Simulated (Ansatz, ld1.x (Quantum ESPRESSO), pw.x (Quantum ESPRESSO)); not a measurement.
# strontium: does the RRKJ potential hold in the solid?

- Element: Sr (Z = 38)
- Generator: ld1.x (Quantum ESPRESSO) 7.5
- Type: norm-conserving RRKJ (Kleinman–Bylander form)
- Functional: PBE
- Relativity: scalar-relativistic
- Frozen core: [Kr]
- Valence charge: 2
- Reference configuration: 4d0 5s1.5 5p0 (charge +0.5)
- Partial waves: 5p (bound, empty): rc 3.70 bohr; 4d (bound, empty): rc 3.75 bohr; 5s (bound): rc 3.40 bohr
- Local potential: the s channel
- Core correction: none
- rho0: 0.02

Crystal test: bcc Sr in pw.x 7.5, no spin, 10³ k-points, Fermi–Dirac smearing 0.01 Ry, cutoffs 35/140 Ry. The reference is all-electron LAPW (Ansatz 0.2.0) with the same functional, mesh and smearing; V0 and B0 come from Birch–Murnaghan fits to the pressures at five volumes. Errors are pseudo minus all-electron; Δ is the rms difference of the E(V) curves that follow from these fits, minima aligned, over ±6 % about the mean V0. Mesh and smearing are coarse, so the numbers serve the comparison and aren't converged zero-temperature values; the lattice is a test structure that the element need not adopt.

| V (Å³/atom) | P all-electron (GPa) | P pseudo (GPa) |
| --- | --- | --- |
| 51.857 | 0.64 | 0.18 |
| 53.221 | 0.31 | -0.08 |
| 54.586 | 0.01 | -0.32 |
| 55.951 | -0.27 | -0.54 |
| 57.315 | -0.51 | -0.74 |

All-electron: a0 = 4.780 Å (V0 = 54.61 Å³/atom), B0 = 11.4 GPa.

Pseudopotential: mean pressure error (GPa): -0.34; a0 (Å): 4.726; a0 error (%): -1.14; B0 error (%): -11.9; Δ (meV/atom): 4.4. This is a poor potential for the solid.

At the middle volume, how do free energy and pressure move when the wave cutoff is lowered (ecutrho kept at four times it)?

| cutoff (Ry) | shift of F (meV/atom) | shift of P (GPa) |
| --- | --- | --- |
| 16 | +0.8 | -0.00 |
| 21 | +0.2 | +0.00 |
| 28 | +0.0 | +0.00 |

The run at the middle volume (47 k-points, 7 iterations) took about 4.2 s on one core of a shared host (Neoverse-V2, 96 threads, 742 GiB, load 61).
